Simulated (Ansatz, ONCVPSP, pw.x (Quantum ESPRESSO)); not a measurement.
What a changed setting does to a pw.x run (sc W)

Potential: optimised norm-conserving Vanderbilt (ONCV), ONCVPSP 4.0.1.1 (patched build), PBE; core [Kr] 4d10 4f14, reference 5s2 5p6 5d4.5 6s1.5; waves: 5s+6s: rc 1.38 bohr, ncon 3, nbas 8, qcut 8.4 1/bohr, 2 projectors; 5p: rc 1.90 bohr, ncon 3, nbas 6, qcut 9.1 1/bohr, 2 projectors, debl 1.3 Ha; 5d: rc 2.45 bohr, ncon 3, nbas 8, qcut 7.7 1/bohr, 1 projector; local part: polynomial inside 1.38 bohr (lpopt 5, dvloc0 0 Ha); core correction: Teter function, fcfact 4, rcfact 1.15. In the p channel the program set the typed energies aside and used -1.553, 0.250 Ha.

The reference run (k-mesh 12³, cutoffs 75/300 Ry, Fermi–Dirac 0.01 Ry, mixing_beta 0.4, conv_thr 1e-9, no spin) gives -4.50 GPa at 18.539 Å³/atom, where all-electron LAPW gives -2.09 GPa. This run, with its own iteration cap, changes k-mesh points per axis to 3.

```
&control
  calculation='scf', prefix='x', pseudo_dir='./', outdir='./tmp', tstress=.true., disk_io='none'
/
&system
  ibrav=0, nat=1, ntyp=1, ecutwfc=75, ecutrho=300, nbnd=15,
  occupations='smearing', smearing='fd', degauss=0.01
/
&electrons
  conv_thr=1e-09, mixing_beta=0.4, electron_maxstep=50
/
ATOMIC_SPECIES
W 1.0 W.UPF
CELL_PARAMETERS angstrom
  2.64664343 0.00000000 0.00000000
  0.00000000 2.64664343 0.00000000
  0.00000000 0.00000000 2.64664343
ATOMIC_POSITIONS crystal
W 0.0000 0.0000 0.0000
K_POINTS automatic
3 3 3 0 0 0
```

```bash
pw.x < W.scf.in > W.scf.out
```

Problem. How does the run end?

Solution. It converges in 8 iterations; the free energy moves by +763.6 meV/atom and the pressure by +5.78 GPa.

```
Message from routine setup:
     using ibrav=0 with symmetry is DISCOURAGED, use correct ibrav instead
     lattice parameter (alat)  =       5.0014  a.u.
     unit-cell volume          =     125.1074 (a.u.)^3
     number of electrons       =        14.00
     number of Kohn-Sham states=           15
     kinetic-energy cutoff     =      75.0000  Ry
     charge density cutoff     =     300.0000  Ry
     scf convergence threshold =      1.0E-09
     Exchange-correlation= PBE
     number of k points=     4  Fermi-Dirac smearing, width (Ry)=  0.0100
     iteration #  1     ecut=    75.00 Ry     beta= 0.40
     total energy              =    -143.55765660 Ry
     estimated scf accuracy    <       0.06113080 Ry
     iteration #  2     ecut=    75.00 Ry     beta= 0.40
     total energy              =    -143.56095818 Ry
     estimated scf accuracy    <       0.00788075 Ry
     iteration #  3     ecut=    75.00 Ry     beta= 0.40
     total energy              =    -143.56178799 Ry
     estimated scf accuracy    <       0.00080731 Ry
     [... 2 iterations left out ...]
     iteration #  6     ecut=    75.00 Ry     beta= 0.40
     total energy              =    -143.56181666 Ry
     estimated scf accuracy    <       0.00000001 Ry
     iteration #  7     ecut=    75.00 Ry     beta= 0.40
     total energy              =    -143.56181666 Ry
     estimated scf accuracy    <          3.6E-09 Ry
     iteration #  8     ecut=    75.00 Ry     beta= 0.40
     the Fermi energy is    19.7819 ev
!    total energy              =    -143.56181666 Ry
     estimated scf accuracy    <          1.2E-11 Ry
     smearing contrib. (-TS)   =      -0.00923569 Ry
     The total energy is F=E-TS. E is the sum of the following terms:
     one-electron contribution =     -28.96887830 Ry
     hartree contribution      =      20.19424990 Ry
     xc contribution           =     -23.58771917 Ry
     ewald contribution        =    -111.19023339 Ry
     convergence has been achieved in   8 iterations
          total   stress  (Ry/bohr**3)                   (kbar)     P=       12.78
     Message from routine punch:
     Nothing written, as per user request (disk_io='none')
```

The run took about 2 s on one core of a shared host (Neoverse-N1, 64 threads, 124 GiB, load 59).
